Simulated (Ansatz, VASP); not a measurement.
## Two plane-wave programs on Mg

```
CELL_PARAMETERS angstrom
-1.71621 1.71621 1.71621
1.71621 -1.71621 1.71621
1.71621 1.71621 -1.71621
ATOMIC_POSITIONS crystal
Mg 0.00000 0.00000 0.00000
```

Alike in both runs: functional PBE; k mesh 16 × 16 × 16; occupations fermi-dirac, width 0.08 eV; no spin polarisation.

Ansatz relaxed the structure, and its values are those at the end. VASP's run is a single point on that final structure, the one shown.

|  | VASP | Ansatz |
| --- | --- | --- |
| version | VASP 6.6.1 | Ansatz 0.2.0 |
| potentials or method | VASP PAW PBE potentials, release 64 (Mg) | PAW with Ansatz's default frozen-core files, scalar-relativistic |
| plane-wave cutoff (eV) | 520 | 420 |
| valence electrons in the cell | 2 | 10 |

```tsv
	VASP	Ansatz	Ansatz less VASP
pressure (GPa)	5.6	5.7	+0.12
```

The two sets of potentials don't hold the same shells in valence.
